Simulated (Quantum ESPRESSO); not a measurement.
# HfN (F-43m) in Quantum ESPRESSO: a series of runs

The runs below take HfN through band structure, single point, equation of state, with LDA, r2SCAN.

Everything below comes from runs of Quantum ESPRESSO 7.5. Logs are shortened: lines on timing, memory, paths and dates and some standing lists are left out, and cuts for length are marked.

## (1) The structure

The structure is cubic, space group F-43m (No. 216). The conventional cell has a = 4.910 Å, b = 4.910 Å, c = 4.910 Å, α = 90.00°, β = 90.00°, γ = 90.00°. Around Hf (site symmetry -43m) lie 4 N at 2.13 Å. N (site symmetry -43m) is surrounded by 4 Hf at 2.13 Å.

The cell comes from a database or a generator and needn't be the stable form of this composition.

## (2) Band structure, LDA

pw.in

```
&CONTROL
  calculation = 'scf'
  prefix = 'pwscf'
  outdir = './tmp'
  pseudo_dir = './pseudo'
  tprnfor = .true.
  tstress = .true.
  disk_io = 'low'
/
&SYSTEM
  ibrav = 0
  nat = 2
  ntyp = 2
  ecutwfc = 45
  ecutrho = 360
  nbnd = 15
  occupations = 'smearing'
  smearing = 'fd'
  degauss = 0.00367493
/
&ELECTRONS
  conv_thr = 4d-10
  electron_maxstep = 120
  mixing_beta = 0.5
/
ATOMIC_SPECIES
Hf   178.4900 hf_lda_v1.uspp.F.UPF
N     14.0070 n_lda_v1.2.uspp.F.UPF
CELL_PARAMETERS angstrom
   0.0000000000    2.4548220000    2.4548220000
   2.4548220000    0.0000000000    2.4548220000
   2.4548220000    2.4548220000    0.0000000000
ATOMIC_POSITIONS crystal
Hf     0.0000000000    0.0000000000    0.0000000000
N      0.2500000000    0.2500000000    0.2500000000
K_POINTS automatic
9 9 9 0 0 0
```

bands.in

```
&CONTROL
  calculation = 'bands'
  prefix = 'pwscf'
  outdir = './tmp'
  pseudo_dir = './pseudo'
  disk_io = 'low'
  verbosity = 'high'
/
&SYSTEM
  ibrav = 0
  nat = 2
  ntyp = 2
  ecutwfc = 45
  ecutrho = 360
  nbnd = 15
  occupations = 'smearing'
  smearing = 'fd'
  degauss = 0.00367493
/
&ELECTRONS
  conv_thr = 1d-08
  electron_maxstep = 120
  mixing_beta = 0.5
  diago_full_acc = .true.
  startingwfc = 'random'
/
ATOMIC_SPECIES
Hf   178.4900 hf_lda_v1.uspp.F.UPF
N     14.0070 n_lda_v1.2.uspp.F.UPF
CELL_PARAMETERS angstrom
   0.0000000000    2.4548220000    2.4548220000
   2.4548220000    0.0000000000    2.4548220000
   2.4548220000    2.4548220000    0.0000000000
ATOMIC_POSITIONS crystal
Hf     0.0000000000    0.0000000000    0.0000000000
N      0.2500000000    0.2500000000    0.2500000000
K_POINTS crystal
60
 0.0000000000  0.0000000000  0.0000000000 1
 0.0625000000  0.0000000000  0.0625000000 1
 0.1250000000  0.0000000000  0.1250000000 1
 0.1875000000  0.0000000000  0.1875000000 1
 0.2500000000  0.0000000000  0.2500000000 1
 0.3125000000  0.0000000000  0.3125000000 1
 0.3750000000  0.0000000000  0.3750000000 1
 0.4375000000  0.0000000000  0.4375000000 1
 0.5000000000  0.0000000000  0.5000000000 1
 0.5000000000  0.0625000000  0.5625000000 1
 0.5000000000  0.1250000000  0.6250000000 1
 0.5000000000  0.1875000000  0.6875000000 1
 0.5000000000  0.2500000000  0.7500000000 1
 0.4375000000  0.3125000000  0.7500000000 1
 0.3750000000  0.3750000000  0.7500000000 1
 0.3375000000  0.3375000000  0.6750000000 1
 0.3000000000  0.3000000000  0.6000000000 1
 0.2625000000  0.2625000000  0.5250000000 1
 0.2250000000  0.2250000000  0.4500000000 1
 0.1875000000  0.1875000000  0.3750000000 1
 0.1500000000  0.1500000000  0.3000000000 1
 0.1125000000  0.1125000000  0.2250000000 1
 0.0750000000  0.0750000000  0.1500000000 1
 0.0375000000  0.0375000000  0.0750000000 1
 0.0000000000  0.0000000000  0.0000000000 1
 0.0625000000  0.0625000000  0.0625000000 1
 0.1250000000  0.1250000000  0.1250000000 1
 0.1875000000  0.1875000000  0.1875000000 1
 0.2500000000  0.2500000000  0.2500000000 1
 0.3125000000  0.3125000000  0.3125000000 1
 0.3750000000  0.3750000000  0.3750000000 1
 0.4375000000  0.4375000000  0.4375000000 1
 0.5000000000  0.5000000000  0.5000000000 1
 0.5250000000  0.4500000000  0.5250000000 1
 0.5500000000  0.4000000000  0.5500000000 1
 0.5750000000  0.3500000000  0.5750000000 1
 0.6000000000  0.3000000000  0.6000000000 1
 0.6250000000  0.2500000000  0.6250000000 1
 0.5833333333  0.2500000000  0.6666666667 1
 0.5416666667  0.2500000000  0.7083333333 1
 0.5000000000  0.2500000000  0.7500000000 1
 0.5000000000  0.2857142857  0.7142857143 1
 0.5000000000  0.3214285714  0.6785714286 1
 0.5000000000  0.3571428571  0.6428571429 1
 0.5000000000  0.3928571429  0.6071428571 1
 0.5000000000  0.4285714286  0.5714285714 1
 0.5000000000  0.4642857143  0.5357142857 1
 0.5000000000  0.5000000000  0.5000000000 1
 0.4821428571  0.4821428571  0.5357142857 1
 0.4642857143  0.4642857143  0.5714285714 1
 0.4464285714  0.4464285714  0.6071428571 1
 0.4285714286  0.4285714286  0.6428571429 1
 0.4107142857  0.4107142857  0.6785714286 1
 0.3928571429  0.3928571429  0.7142857143 1
 0.3750000000  0.3750000000  0.7500000000 1
 0.6250000000  0.2500000000  0.6250000000 1
 0.5937500000  0.1875000000  0.5937500000 1
 0.5625000000  0.1250000000  0.5625000000 1
 0.5312500000  0.0625000000  0.5312500000 1
 0.5000000000  0.0000000000  0.5000000000 1
```

Potentials or basis: GBRV 1.5 LDA.

The run is started by

```
$ OMP_NUM_THREADS=1 mpirun -n 2 pw.x -nk 2 -in pw.in > pw.out
$ OMP_NUM_THREADS=1 mpirun -n 2 pw.x -nk 2 -in bands.in > bands.out
```

pw.out:

```text
This program is part of the open-source Quantum ESPRESSO suite
     for quantum simulation of materials; please cite
         "P. Giannozzi et al., J. Phys.:Condens. Matter 21 395502 (2009);
         "P. Giannozzi et al., J. Phys.:Condens. Matter 29 465901 (2017);
         "P. Giannozzi et al., J. Chem. Phys. 152 154105 (2020);
     in publications or presentations arising from this work. More details at

     Message from routine setup:
     using ibrav=0 with symmetry is DISCOURAGED, use correct ibrav instead

     K-points division:     npool     =       2
     Subspace diagonalization in iterative solution of the eigenvalue problem:
     a serial algorithm will be used

     G-vector sticks info
     --------------------
     sticks:   dense  smooth     PW     G-vecs:    dense   smooth      PW
     Sum        1069     535    163                23049     8099    1459

     Using Slab Decomposition

     bravais-lattice index     =            0
     lattice parameter (alat)  =       6.5605  a.u.
     unit-cell volume          =     199.6580 (a.u.)^3
     number of atoms/cell      =            2
     number of atomic types    =            2
     number of electrons       =        17.00
     number of Kohn-Sham states=           15
     kinetic-energy cutoff     =      45.0000  Ry
     charge density cutoff     =     360.0000  Ry
     scf convergence threshold =      4.0E-10
     mixing beta               =       0.5000
     number of iterations used =            8  plain     mixing
     Exchange-correlation= SLA  PZ   NOGX NOGC
                           (   1   1   0   0   0   0   0)

     celldm(1)=   6.560454  celldm(2)=   0.000000  celldm(3)=   0.000000
     celldm(4)=   0.000000  celldm(5)=   0.000000  celldm(6)=   0.000000

     crystal axes: (cart. coord. in units of alat)
               a(1) = (   0.000000   0.707107   0.707107 )
               a(2) = (   0.707107   0.000000   0.707107 )
               a(3) = (   0.707107   0.707107   0.000000 )

     reciprocal axes: (cart. coord. in units 2 pi/alat)
               b(1) = ( -0.707107  0.707107  0.707107 )
               b(2) = (  0.707107 -0.707107  0.707107 )
               b(3) = (  0.707107  0.707107 -0.707107 )

     PseudoPot. # 1 for Hf read from file:
     hf_lda_v1.uspp.F.UPF
     Pseudo is Ultrasoft + core correction, Zval = 12.0
     Generated by new atomic code, or converted to UPF format
     Using radial grid of  921 points,  8 beta functions with:
                l(1) =   0
                l(2) =   0
                l(3) =   0
                l(4) =   1
                l(5) =   1
                l(6) =   2
                l(7) =   2
                l(8) =   3
     Q(r) pseudized with  6 coefficients,  rinner =    1.200   1.200   1.200
                                                       1.200   1.200   1.200
                                                       1.200

     PseudoPot. # 2 for N  read from file:
     n_lda_v1.2.uspp.F.UPF
     Pseudo is Ultrasoft + core correction, Zval =  5.0
     Generated by new atomic code, or converted to UPF format
     Using radial grid of  729 points,  4 beta functions with:
                l(1) =   0
                l(2) =   0
                l(3) =   1
                l(4) =   1
     Q(r) pseudized with  8 coefficients,  rinner =    0.900   0.900   0.900

     atomic species   valence    mass     pseudopotential
     Hf               12.00   178.49000     Hf( 1.00)
     N                 5.00    14.00700     N ( 1.00)

     24 Sym. Ops. (no inversion) found

   Cartesian axes

     site n.     atom                  positions (alat units)
         1        Hf     tau(   1) = (   0.0000000   0.0000000   0.0000000  )
         2        N      tau(   2) = (   0.3535534   0.3535534   0.3535534  )

     number of k points=    35  Fermi-Dirac smearing, width (Ry)=  0.0037
                       cart. coord. in units 2pi/alat
        k(    1) = (   0.0000000   0.0000000   0.0000000), wk =   0.0027435
        k(    2) = (   0.0785674   0.0785674  -0.0785674), wk =   0.0219479
        k(    3) = (   0.1571348   0.1571348  -0.1571348), wk =   0.0219479
        k(    4) = (   0.2357023   0.2357023  -0.2357023), wk =   0.0219479
        k(    5) = (   0.3142697   0.3142697  -0.3142697), wk =   0.0219479
        k(    6) = (   0.1571348   0.0000000  -0.0000000), wk =   0.0164609
[... 27 lines left out ...]
        k(   34) = (  -0.0000000  -0.4714045   0.6285394), wk =   0.0658436
        k(   35) = (  -0.0785674  -0.3928371   0.7071068), wk =   0.0658436

     Dense  grid:    23049 G-vectors     FFT dimensions: (  40,  40,  40)

     Smooth grid:     8099 G-vectors     FFT dimensions: (  30,  30,  30)

     Check: negative core charge=   -0.000001

     Initial potential from superposition of free atoms

     starting charge      15.0000, renormalised to      17.0000

     negative rho (up, down):  1.200E-01 0.000E+00
     Starting wfcs are   17 randomized atomic wfcs

     Self-consistent Calculation

     iteration #  1     ecut=    45.00 Ry     beta= 0.50
     Davidson diagonalization with overlap
     ethr =  1.00E-02,  avg # of iterations =  2.9

     negative rho (up, down):  1.109E-01 0.000E+00

     total energy              =    -178.70645991 Ry
     estimated scf accuracy    <       1.60000993 Ry

     iteration #  2     ecut=    45.00 Ry     beta= 0.50
     Davidson diagonalization with overlap
     ethr =  9.41E-03,  avg # of iterations =  2.0

     negative rho (up, down):  1.105E-01 0.000E+00

     total energy              =    -178.88581508 Ry
     estimated scf accuracy    <       0.36442264 Ry

     iteration #  3     ecut=    45.00 Ry     beta= 0.50
     Davidson diagonalization with overlap
     ethr =  2.14E-03,  avg # of iterations =  2.0

     negative rho (up, down):  1.111E-01 0.000E+00

     total energy              =    -178.95484106 Ry
     estimated scf accuracy    <       0.05523614 Ry

     iteration #  4     ecut=    45.00 Ry     beta= 0.50
     Davidson diagonalization with overlap
     ethr =  3.25E-04,  avg # of iterations =  2.0
[... 37 lines left out ...]
     negative rho (up, down):  1.120E-01 0.000E+00

     total energy              =    -178.96564338 Ry
     estimated scf accuracy    <       0.00000005 Ry

     iteration #  9     ecut=    45.00 Ry     beta= 0.50
     Davidson diagonalization with overlap
     ethr =  2.81E-10,  avg # of iterations =  2.0

     negative rho (up, down):  1.120E-01 0.000E+00

     total energy              =    -178.96564339 Ry
     estimated scf accuracy    <          4.3E-09 Ry

     iteration # 10     ecut=    45.00 Ry     beta= 0.50
     Davidson diagonalization with overlap
     ethr =  2.53E-11,  avg # of iterations =  2.0

     negative rho (up, down):  1.120E-01 0.000E+00

     End of self-consistent calculation

          k = 0.0000 0.0000 0.0000 (   965 PWs)   bands (ev):

   -48.8267 -17.4114 -17.4114 -17.4114  -2.3401   8.1253   8.1253   8.1253
    12.9420  15.7263  15.7263  20.1284  20.1284  20.1284  26.8238

          k = 0.0786 0.0786-0.0786 (   995 PWs)   bands (ev):

   -48.8243 -17.4701 -17.4191 -17.4191  -2.1937   7.8749   8.2134   8.2134
    13.5746  15.5387  15.5387  19.8189  20.3907  20.3907  25.0465

          k = 0.1571 0.1571-0.1571 (  1001 PWs)   bands (ev):

   -48.8181 -17.6145 -17.4380 -17.4380  -1.8389   7.5498   8.4180   8.4180
    14.8247  15.3324  15.3324  19.2495  20.5627  20.5627  22.6553

          k = 0.2357 0.2357-0.2357 (  1008 PWs)   bands (ev):

   -48.8111 -17.7730 -17.4595 -17.4595  -1.4713   7.5724   8.6071   8.6071
    15.4693  15.5408  15.5408  18.5864  19.9504  19.9504  21.7119

          k = 0.3143 0.3143-0.3143 (  1026 PWs)   bands (ev):

   -48.8066 -17.8734 -17.4735 -17.4735  -1.2577   7.8223   8.6996   8.6996
    15.2107  16.0956  16.0956  17.8870  18.9940  18.9940  22.6517

          k = 0.1571 0.0000-0.0000 (  1002 PWs)   bands (ev):

   -48.8235 -17.4712 -17.4308 -17.4308  -2.1446   7.7182   8.2916   8.2916
    13.7681  15.0504  15.8986  20.2011  20.2011  20.2630  25.6079

          k = 0.2357 0.0786-0.0786 (  1008 PWs)   bands (ev):
[... 104 lines left out ...]
          k =-0.2357-0.3928 0.5500 (  1025 PWs)   bands (ev):

   -48.8036 -17.8336 -17.5720 -17.5015  -1.0779   7.9148   8.4636   9.1349
    13.8971  15.3686  16.4320  19.1109  19.5491  20.0718  23.1533

          k = 0.4714 0.1571-0.0000 (  1026 PWs)   bands (ev):

   -48.8052 -17.7795 -17.5622 -17.5219  -1.1341   7.0436   9.0483   9.3820
    13.1250  15.8999  16.9075  19.2534  19.6474  20.2937  23.9746

          k =-0.1571-0.4714 0.6285 (  1022 PWs)   bands (ev):

   -48.8016 -17.8114 -17.6151 -17.5384  -0.9609   7.4336   8.8648   9.6082
    12.9934  15.2417  16.8500  19.0298  19.7928  21.2307  23.8812

          k =-0.0786-0.3928 0.5500 (  1020 PWs)   bands (ev):

   -48.8008 -17.8023 -17.6537 -17.5326  -0.9226   7.9443   8.4679   9.5896
    12.8678  15.2383  16.5296  19.2798  19.8139  21.5727  23.7247

          k = 0.0000-0.3143 0.4714 (  1019 PWs)   bands (ev):

   -48.8031 -17.7852 -17.6300 -17.5081  -1.0356   7.8655   8.3871   9.3329
    13.5621  14.9952  16.5977  19.4060  20.0894  20.6886  23.2342

          k =-0.0786-0.5500 0.7071 (  1017 PWs)   bands (ev):

   -48.7998 -17.8449 -17.5991 -17.5683  -0.8762   6.9858   9.4692   9.9213
    12.5141  15.3750  17.1680  18.5155  19.2458  22.4996  25.0146

          k =-0.0000-0.4714 0.6285 (  1018 PWs)   bands (ev):

   -48.7993 -17.8178 -17.6497 -17.5621  -0.8473   7.4128   9.0790   9.9168
    12.3753  15.2081  16.8275  18.7705  19.7272  23.2307  24.1061

          k =-0.0786-0.3928 0.7071 (  1022 PWs)   bands (ev):

   -48.7996 -17.7955 -17.6619 -17.5659  -0.8570   7.8311   8.5260   9.9359
    12.4703  14.9683  16.9991  18.7829  20.0029  22.7579  24.2293

     the Fermi energy is    13.5771 ev

!    total energy              =    -178.96564339 Ry
     estimated scf accuracy    <          4.7E-11 Ry
     smearing contrib. (-TS)   =      -0.00041404 Ry
     internal energy E=F+TS    =    -178.96522935 Ry

     The total energy is F=E-TS. E is the sum of the following terms:
     one-electron contribution =     -24.14155434 Ry
     hartree contribution      =      19.72702432 Ry
     xc contribution           =     -80.66354305 Ry
     ewald contribution        =     -93.88715627 Ry

     convergence has been achieved in  10 iterations

     negative rho (up, down):  1.120E-01 0.000E+00

     Forces acting on atoms (cartesian axes, Ry/au):

     atom    1 type  1   force =    -0.00000000   -0.00000000    0.00000000
     atom    2 type  2   force =     0.00000000    0.00000000   -0.00000000

     Total force =     0.000000     Total SCF correction =     0.000000

     Computing stress (Cartesian axis) and pressure

     negative rho (up, down):  1.120E-01 0.000E+00
          total   stress  (Ry/bohr**3)                   (kbar)     P=      -96.08
  -0.00065314   0.00000000  -0.00000000          -96.08        0.00       -0.00
   0.00000000  -0.00065314   0.00000000            0.00      -96.08        0.00
   0.00000000   0.00000000  -0.00065314            0.00        0.00      -96.08

=------------------------------------------------------------------------------=
   JOB DONE.
=------------------------------------------------------------------------------=
```

Run time: 20 s. Hardware: 2 MPI ranks of Intel Xeon Platinum 8488C (Sapphire Rapids), shared host; peak memory 0.28 GiB.

Results:

* Free energy: -2434.9516 eV
* Pressure: -9.6 GPa
* Band gap on the k mesh: none (metal or under the smearing width)

Levels at the corners of the path, in eV from the Fermi level:
| point | band 5 | band 6 | band 7 | band 8 | band 9 | band 10 | band 11 | band 12 | band 13 | band 14 |
| --- | --- | --- | --- | --- | --- | --- | --- | --- | --- | --- |
| Γ | -15.92 | -5.45 | -5.45 | -5.45 | -0.64 | 2.15 | 2.15 | 6.55 | 6.55 | 6.55 |
| X | -14.43 | -6.92 | -3.59 | -3.59 | -1.11 | 2.10 | 3.94 | 4.63 | 4.63 | 9.97 |
| W | -14.41 | -5.64 | -5.13 | -3.55 | -1.26 | 1.35 | 3.52 | 5.03 | 6.52 | 9.87 |
| K | -14.45 | -6.20 | -4.24 | -3.98 | -1.13 | 2.14 | 2.60 | 5.70 | 5.86 | 9.26 |
| Γ | -15.92 | -5.45 | -5.45 | -5.45 | -0.64 | 2.15 | 2.15 | 6.55 | 6.55 | 6.55 |
| L | -14.81 | -5.70 | -4.87 | -4.87 | 1.55 | 2.65 | 2.65 | 4.21 | 5.22 | 5.22 |
| U | -14.45 | -6.20 | -4.24 | -3.98 | -1.13 | 2.14 | 2.60 | 5.70 | 5.86 | 9.26 |
| W | -14.41 | -5.64 | -5.13 | -3.55 | -1.26 | 1.35 | 3.52 | 5.03 | 6.52 | 9.87 |
| L | -14.81 | -5.70 | -4.87 | -4.87 | 1.55 | 2.65 | 2.65 | 4.21 | 5.22 | 5.22 |
| K | -14.45 | -6.20 | -4.24 | -3.98 | -1.13 | 2.14 | 2.60 | 5.70 | 5.86 | 9.26 |
| U | -14.45 | -6.20 | -4.24 | -3.98 | -1.13 | 2.14 | 2.60 | 5.70 | 5.86 | 9.26 |
| X | -14.43 | -6.92 | -3.59 | -3.59 | -1.11 | 2.10 | 3.94 | 4.63 | 4.63 | 9.97 |

Caveat: spin-orbit coupling is left out, which moves the levels of the heavy elements.

## (3) Band structure, r2SCAN

pw.in: that of step 2 with these lines changed.

```diff
@@ -13,5 +13,5 @@
   ntyp = 2
-  ecutwfc = 45
-  ecutrho = 360
-  nbnd = 15
+  ecutwfc = 88
+  nbnd = 23
+  input_dft = 'r2scan'
   occupations = 'smearing'
@@ -19,5 +19,6 @@
   degauss = 0.00367493
+  nosym = .true.
 /
 &ELECTRONS
-  conv_thr = 4d-10
+  conv_thr = 1d-08
   electron_maxstep = 120
@@ -26,4 +27,4 @@
 ATOMIC_SPECIES
-Hf   178.4900 hf_lda_v1.uspp.F.UPF
-N     14.0070 n_lda_v1.2.uspp.F.UPF
+Hf   178.4900 Hf_ONCV_PBE-1.2.upf
+N     14.0070 N_ONCV_PBE-1.2.upf
 CELL_PARAMETERS angstrom
@@ -36,2 +37,2 @@
 K_POINTS automatic
-9 9 9 0 0 0
+7 7 7 0 0 0
```

bands.in: that of step 2 with these lines changed.

```diff
@@ -12,5 +12,5 @@
   ntyp = 2
-  ecutwfc = 45
-  ecutrho = 360
-  nbnd = 15
+  ecutwfc = 88
+  nbnd = 23
+  input_dft = 'r2scan'
   occupations = 'smearing'
@@ -18,2 +18,3 @@
   degauss = 0.00367493
+  nosym = .true.
 /
@@ -27,4 +28,4 @@
 ATOMIC_SPECIES
-Hf   178.4900 hf_lda_v1.uspp.F.UPF
-N     14.0070 n_lda_v1.2.uspp.F.UPF
+Hf   178.4900 Hf_ONCV_PBE-1.2.upf
+N     14.0070 N_ONCV_PBE-1.2.upf
 CELL_PARAMETERS angstrom
```

Potentials or basis: SG15 PBE 1.2.

The run is started by

```
$ OMP_NUM_THREADS=1 mpirun -n 2 pw.x -nk 2 -in pw.in > pw.out
$ OMP_NUM_THREADS=1 mpirun -n 2 pw.x -nk 2 -in bands.in > bands.out
```

Run time: 6.3 min. Hardware: 2 MPI ranks of Intel Xeon Platinum 8488C (Sapphire Rapids), shared host; peak memory 0.32 GiB.

It converged, with:

| Property | Result |
| --- | --- |
| Free energy | -6344.5663 eV |
| Pressure | -8.3 GPa |
| Band gap on the k mesh | none (metal or under the smearing width) |

Levels at the corners of the path, in eV from the Fermi level:
| point | band 13 | band 14 | band 15 | band 16 | band 17 | band 18 | band 19 | band 20 |
| --- | --- | --- | --- | --- | --- | --- | --- | --- |
| Γ | -5.75 | -5.75 | -5.75 | -0.51 | 2.09 | 2.09 | 6.74 | 6.74 |
| X | -7.07 | -3.88 | -3.88 | -1.27 | 2.36 | 3.81 | 4.55 | 4.55 |
| W | -5.92 | -5.21 | -3.84 | -1.42 | 1.41 | 3.50 | 4.93 | 6.41 |
| K | -6.38 | -4.45 | -4.25 | -1.26 | 2.27 | 2.57 | 5.60 | 5.70 |
| Γ | -5.75 | -5.75 | -5.75 | -0.51 | 2.09 | 2.09 | 6.74 | 6.74 |
| L | -6.00 | -5.14 | -5.14 | 1.53 | 2.65 | 2.65 | 4.84 | 5.24 |
| U | -6.38 | -4.45 | -4.25 | -1.26 | 2.27 | 2.57 | 5.60 | 5.70 |
| W | -5.92 | -5.21 | -3.84 | -1.42 | 1.41 | 3.50 | 4.93 | 6.41 |
| L | -6.00 | -5.14 | -5.14 | 1.53 | 2.65 | 2.65 | 4.84 | 5.24 |
| K | -6.38 | -4.45 | -4.25 | -1.26 | 2.27 | 2.57 | 5.60 | 5.70 |
| U | -6.38 | -4.45 | -4.25 | -1.26 | 2.27 | 2.57 | 5.60 | 5.70 |
| X | -7.07 | -3.88 | -3.88 | -1.27 | 2.36 | 3.81 | 4.55 | 4.55 |

Caveat: the k mesh is coarse; the potentials were made for another functional, which shifts forces and pressure; spin-orbit coupling is left out, which moves the levels of the heavy elements.

(Continued in part 2 of 2.)
